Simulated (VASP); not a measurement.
# K (I4/mmm) in VASP: a series of runs

One crystal, K, is run at these levels: LDA; tasks: single point.

All numbers are computed with VASP 6.6.1; they aren't measurements. Logs are shortened: lines on timing, memory, paths and dates and some standing lists are left out, and cuts for length are marked.

## 1. The cell of the first run

Symmetry: I4/mmm, No. 139, tetragonal system. The conventional cell has a = 5.236 Å, b = 5.236 Å, c = 5.445 Å, α = 90.00°, β = 90.00°, γ = 90.00°.

## 2. Single point, LDA (strain +0.0400 x Voigt [0, 1, 0, 0, 0, 0], atoms carried along)

Contents of INCAR:

```
  ALGO = Normal
  EDIFF = 1E-6
  ENCUT = 520
  ISIF = 2
  ISMEAR = 0
  LASPH = T
  LCHARG = T
  LELF = T
  LREAL = F
  LVHAR = T
  LWAVE = F
  NBANDS = 10
  NELM = 100
  PREC = Accurate
  SIGMA = 0.15
```

Contents of KPOINTS:

```
k-points
0
Gamma
  14 14 14
```

Contents of POSCAR:

```
K
1.0
   -2.6180000000      2.7227200000      2.6180000000
    2.6180000000     -2.7227200000      2.6180000000
    2.6180000000      2.7227200000     -2.6180000000
K
1
Direct
    0.0000000000      0.0000000000      0.0000000000
```

Potentials or basis: VASP PAW LDA potentials, release 64 (K_sv).

The run is started by

```bash
$ cat potpaw_LDA.64/K_sv/POTCAR > POTCAR
$ mpirun -np 1 vasp_std > vasp.out
```

OUTCAR:

```text
EDIFF = 1E-6
   ENCUT = 520
   ISIF = 2
   ISMEAR = 0
   LASPH = T
   LREAL = F
   NELM = 100
   PREC = Accurate

 ion  position               nearest neighbor table
   1  0.000  0.000  0.000-

  LATTYP: Found a body centered tetragonal cell.
 ALAT       =     5.2360000000
 C/A-ratio  =     1.0400000000

  Lattice vectors:

 A1 = (  -2.6180000000,  -2.7227200000,   2.6180000000)
 A2 = (   2.6180000000,  -2.7227200000,  -2.6180000000)
 A3 = (   2.6180000000,   2.7227200000,   2.6180000000)

Analysis of symmetry for initial positions (statically):
=====================================================================
 Subroutine PRICEL returns:
 Original cell was already a primitive cell.

 Routine SETGRP: Setting up the symmetry group for a
 body centered tetragonal supercell.

 Subroutine GETGRP returns: Found 16 space group operations
 (whereof 16 operations were pure point group operations)
 out of a pool of 16 trial point group operations.

The static configuration has the point symmetry D_4h.

Analysis of symmetry for dynamics (positions and initial velocities):
=====================================================================
 Subroutine PRICEL returns:
 Original cell was already a primitive cell.

 Routine SETGRP: Setting up the symmetry group for a
 body centered tetragonal supercell.

 Subroutine GETGRP returns: Found 16 space group operations
 (whereof 16 operations were pure point group operations)
 out of a pool of 16 trial point group operations.

The dynamic configuration has the point symmetry D_4h.

 Subroutine INISYM returns: Found 16 space group operations
 (whereof 16 operations are pure point group operations),
 and found     1 'primitive' translations

----------------------------------------------------------------------------------------

                                     Primitive cell

  volume of cell :      74.6453

  direct lattice vectors                    reciprocal lattice vectors
    -2.618000000  2.722720000  2.618000000     0.000000000  0.183639890  0.190985485
     2.618000000 -2.722720000  2.618000000     0.190985485  0.000000000  0.190985485
     2.618000000  2.722720000 -2.618000000     0.190985485  0.183639890  0.000000000

  length of vectors
     4.595764593  4.595764593  4.595764593     0.264951061  0.270094263  0.264951061

  position of ions in fractional coordinates (direct lattice)
     0.000000000  0.000000000  0.000000000

  ion indices of the primitive-cell ions
   primitive index   ion index
                 1           1

----------------------------------------------------------------------------------------

 KPOINTS: k-points

Automatic generation of k-mesh.
 Grid dimensions read from file:
 generate k-points for:   14   14   14

 Generating k-lattice:

  Cartesian coordinates                     Fractional coordinates (reciprocal lattice)
     0.000000000  0.013117135  0.013641820     0.071428571  0.000000000  0.000000000
     0.013641820  0.000000000  0.013641820     0.000000000  0.071428571  0.000000000
     0.013641820  0.013117135  0.000000000     0.000000000  0.000000000  0.071428571

  Length of vectors
     0.018925076  0.019292447  0.018925076

  Shift w.r.t. Gamma in fractional coordinates (k-lattice)
     0.000000000  0.000000000  0.000000000

 Subroutine IBZKPT returns following result:
 ===========================================

 Found    244 irreducible k-points:

 Following reciprocal coordinates:
            Coordinates               Weight
  0.000000  0.000000  0.000000      1.000000
  0.071429 -0.000000  0.000000      8.000000
  0.142857  0.000000  0.000000      8.000000
  0.214286  0.000000  0.000000      8.000000
  0.285714 -0.000000  0.000000      8.000000
  0.357143  0.000000 -0.000000      8.000000
[... 16 lines left out ...]
  0.071429  0.142857  0.000000     16.000000
  0.142857  0.142857  0.000000     16.000000
 [... further k-points ...]
   k-points           NKPTS =    244   k-points in BZ     NKDIM =    244   number of bands    NBANDS=     10
   number of dos      NEDOS =    301   number of ions     NIONS =      1
   total plane-waves  NPLWV =  46656
   dimension x,y,z NGX =    36 NGY =   36 NGZ =   36
   dimension x,y,z NGXF=    72 NGYF=   72 NGZF=   72
   ions per type =               1
   NGX,Y,Z   is equivalent  to a cutoff of  13.02, 13.02, 13.02 a.u.
   NGXF,Y,Z  is equivalent  to a cutoff of  26.05, 26.05, 26.05 a.u.
 SYSTEM =  unknown system
   PREC   = accura    normal or accurate (medium, high low for compatibility)
   ISTART =      0    job   : 0-new  1-cont  2-samecut
   ICHARG =      2    charge: 1-file 2-atom 10-const
   ISPIN  =      1    spin polarized calculation?
   LNONCOLLINEAR =      F non collinear calculations
   LSORBIT =      F    spin-orbit coupling
   LASPH  =      T    aspherical Exc in radial PAW
   ENCUT  =  520.0 eV  38.22 Ry    6.18 a.u.   8.55  8.55  8.55*2*pi/ulx,y,z
   NELM   =    100;   NELMIN=  2; NELMDL= -5     # of ELM steps
   EDIFF  = 0.1E-05   stopping-criterion for ELM
   LREAL  =      F    real-space projection
   EDIFFG = 0.1E-04   stopping-criterion for IOM
   NSW    =      0    number of steps for IOM
   IBRION =     -1    ionic relax: 0-MD 1-quasi-New 2-CG
   NFREE  =      0    steps in history (QN), initial steepest desc. (CG)
   ISIF   =      2    stress and relaxation
   ISYM   =      2    0-nonsym 1-usesym 2-fastsym
   POTIM  = 0.5000    time-step for ionic-motion
   TEBEG  =    0.0;   TEEND  =   0.0 temperature during run
   PSTRESS=    0.0 pullay stress
   NELECT =       9.0000    total number of electrons
   NUPDOWN=      -1.0000    fix difference up-down
   EMIN   =  10.00;   EMAX   =-10.00  energy-range for DOS
   EFERMI =   0.00;   METHOD = LEGACY
   ISMEAR =     0;   SIGMA  =   0.15  broadening in eV -4-tet -1-fermi 0-gaus
   EFERMI_NEDOS =   21; number of points for ismear=-14 and -15
   IALGO  =     38    algorithm
   IMIX   =      4    mixing-type and parameters
     AMIX     =   0.40;   BMIX     =  1.00
     AMIX_MAG =   1.60;   BMIX_MAG =  1.00
  volume/ion in A,a.u.               =      74.65       503.73
  Fermi-wavevector in a.u.,A,eV,Ry     =   0.808764  1.528342  8.899551  0.654099
  Thomas-Fermi vector in A             =   1.917629
   LORBIT       =      0    0 simple, 1 ext, 2 COOP (PROOUT), +10 PAW based schemes
   GGA     = CA    functional components
   LHFCALC =     F    Hartree Fock is set to
   AEXX    =    0.0000 exact exchange contribution
   IVDW    =     0    specifies the selected vdW correction
   LEPSILON=     F    determine dielectric tensor
   LRPA    =     F    only Hartree local field effects (RPA)
 non-spin polarized calculation
 Gauss-broadening in eV      SIGMA  =   0.15
  energy-cutoff  :      520.00
  volume of cell :       74.65
 maximum number of plane-waves:      2034
 NGX is ok and might be reduce to    36
   NGX = 17   NGY = 17   NGZ = 17

 number of electron       9.0000001 magnetization

 Free energy of the ion-electron system (eV)
  ---------------------------------------------------
  ext. energy  EPLUGINS =         0.00000000
  ---------------------------------------------------
  free energy    TOTEN  =        -1.15024262 eV

  energy without entropy =       -1.14138892  energy(sigma->0) =       -1.14581577

 E-fermi :  -0.3370     XC(G=0):  -5.8316

 val. band max:       -0.3394950543   @ k =   0.3571   0.0714   0.0714
 cond. band min:      -0.3298040582   @ k =  -0.3571   0.4286   0.1429
 fundamental gap:      0.0096909960
 Fermi energy:        -0.3370431081

 k-point     1 :       0.0000    0.0000    0.0000
  band No.  band energies     occupation
      1     -32.1698      2.00000
      2     -15.8505      2.00000
      3     -15.8505      2.00000
      4     -15.8505      2.00000
      5      -2.4821      2.00000
      6       3.7480      0.00000
      7       3.7480      0.00000
      8       3.9305      0.00000
      9       4.6040      0.00000
     10       4.8490      0.00000

 k-point     2 :       0.0714   -0.0000    0.0000
  band No.  band energies     occupation
      1     -32.1696      2.00000
      2     -15.8539      2.00000
      3     -15.8516      2.00000
      4     -15.8505      2.00000
      5      -2.4197      2.00000
      6       3.6684      0.00000
      7       3.7213      0.00000
      8       3.9330      0.00000
      9       4.5138      0.00000
     10       4.8091      0.00000

 k-point     3 :       0.1429    0.0000    0.0000
  band No.  band energies     occupation
      1     -32.1690      2.00000
      2     -15.8633      2.00000
      3     -15.8547      2.00000
      4     -15.8504      2.00000
      5      -2.2347      2.00000
      6       3.3488      0.00000
      7       3.5674      0.00000
      8       4.0493      0.00000
      9       4.4156      0.00000
     10       4.7564      0.00000

 k-point     4 :       0.2143    0.0000    0.0000
  band No.  band energies     occupation
      1     -32.1682      2.00000
      2     -15.8768      2.00000
      3     -15.8591      2.00000
      4     -15.8503      2.00000
      5      -1.9330      2.00000
      6       2.8130      0.00000
      7       3.3451      0.00000
      8       4.2869      0.00000
      9       4.4407      0.00000
     10       4.7355      0.00000

 k-point     5 :       0.2857   -0.0000    0.0000
  band No.  band energies     occupation
      1     -32.1673      2.00000
      2     -15.8918      2.00000
      3     -15.8639      2.00000
      4     -15.8502      2.00000
      5      -1.5246      2.00000
      6       2.1913      0.00000
      7       3.1296      0.00000
      8       4.4854      0.00000
      9       4.6211      0.00000
     10       4.7752      0.00000

 k-point     6 :       0.3571    0.0000   -0.0000
  band No.  band energies     occupation
      1     -32.1665      2.00000
      2     -15.9051      2.00000
      3     -15.8683      2.00000
      4     -15.8501      2.00000
      5      -1.0241      2.00000
      6       1.5395      0.00000
      7       2.9578      0.00000
      8       4.4504      0.00000
      9       4.8882      0.00000
     10       5.0405      0.00000
[... 183 lines left out ...]
 k-point    21 :      -0.1429    0.0714   -0.0000
  band No.  band energies     occupation
      1     -32.1692      2.00000
      2     -15.8602      2.00000
      3     -15.8529      2.00000
      4     -15.8511      2.00000
      5      -2.2984      2.00000
      6       3.4941      0.00000
      7       3.5879      0.00000
      8       4.0197      0.00000
      9       4.3656      0.00000
     10       4.8335      0.00000

 k-point    22 :       0.0000    0.1429    0.0000
  band No.  band energies     occupation
      1     -32.1690      2.00000
      2     -15.8632      2.00000
      3     -15.8550      2.00000
      4     -15.8508      2.00000
      5      -2.2250      2.00000
      6       3.4488      0.00000
      7       3.5014      0.00000
      8       3.9404      0.00000
      9       4.5826      0.00000
     10       4.6140      0.00000

 k-point    23 :       0.0714    0.1429    0.0000
  band No.  band energies     occupation
      1     -32.1685      2.00000
      2     -15.8716      2.00000
      3     -15.8567      2.00000
      4     -15.8521      2.00000
      5      -2.0382      2.00000
      6       3.1860      0.00000
      7       3.2628      0.00000
      8       4.0851      0.00000
      9       4.4269      0.00000
     10       4.7789      0.00000

 k-point    24 :       0.1429    0.1429    0.0000
  band No.  band energies     occupation
      1     -32.1677      2.00000
      2     -15.8829      2.00000
      3     -15.8598      2.00000
      4     -15.8539      2.00000
      5      -1.7366      2.00000
      6       2.7393      0.00000
      7       3.0142      0.00000
      8       4.2710      0.00000
      9       4.3772      0.00000
     10       4.9469      0.00000

 [... further k-points ...]

------------------------ aborting loop because EDIFF is reached ----------------------------------------

  FORCE on cell =-STRESS in cart. coord.  units (eV):
  Direction    XX          YY          ZZ          XY          YZ          ZX
  --------------------------------------------------------------------------------------
  -------------------------------------------------------------------------------------
  Total       -0.2393360     -0.2472628     -0.2393360      0.0000000      0.0000000      0.0000000
  in kB       -5.1370793     -5.3072197     -5.1370793      0.0000000      0.0000000      0.0000000
  external PRESSURE =      -5.1937927 kB  Pullay stress =       0.0000000 kB

 VOLUME and BASIS-vectors are now :
 -----------------------------------------------------------------------------
  energy-cutoff  :      520.00
  volume of cell :       74.65
      direct lattice vectors                 reciprocal lattice vectors
    -2.618000000  2.722720000  2.618000000     0.000000000  0.183639890  0.190985485
     2.618000000 -2.722720000  2.618000000     0.190985485  0.000000000  0.190985485
     2.618000000  2.722720000 -2.618000000     0.190985485  0.183639890  0.000000000

 POSITION                                       TOTAL-FORCE (eV/Angst)
 -----------------------------------------------------------------------------------
      0.00000      0.00000      0.00000        -0.000000      0.000000      0.000000
 -----------------------------------------------------------------------------------
    total drift:                               -0.000000      0.000000      0.000000

  FREE ENERGIE OF THE ION-ELECTRON SYSTEM (eV)
  ---------------------------------------------------
  free  energy   TOTEN  =        -1.1502426223 eV

  energy  without entropy=       -1.1413889198  energy(sigma->0) =       -1.14581577
```

Wall time 50 s (1 thread of Intel Xeon 6975P-C (Granite Rapids), shared host); peak memory 0.29 GiB.

Results:

```yaml
Free_energy: -1.1502 eV
Pressure: -0.5 GPa
Band_gap_on_the_k_mesh: none (metal or under the smearing width)
```

Levels at points of the mesh, in eV from the Fermi level:
```
           k point  band 3  band 4  band 5  band 6  band 7  band 8
(0.00, 0.00, 0.00)  -15.51  -15.51   -2.15    4.09    4.09    4.27
(0.50, 0.00, 0.00)  -15.54  -15.51    0.38    0.70    3.15    4.64
(0.00, 0.50, 0.00)  -15.54  -15.51    0.46    0.79    2.94    4.78
(0.50, 0.50, 0.50)  -15.56  -15.56    1.62    1.74    3.13    3.56
```

(Continued in part 2 of 2.)
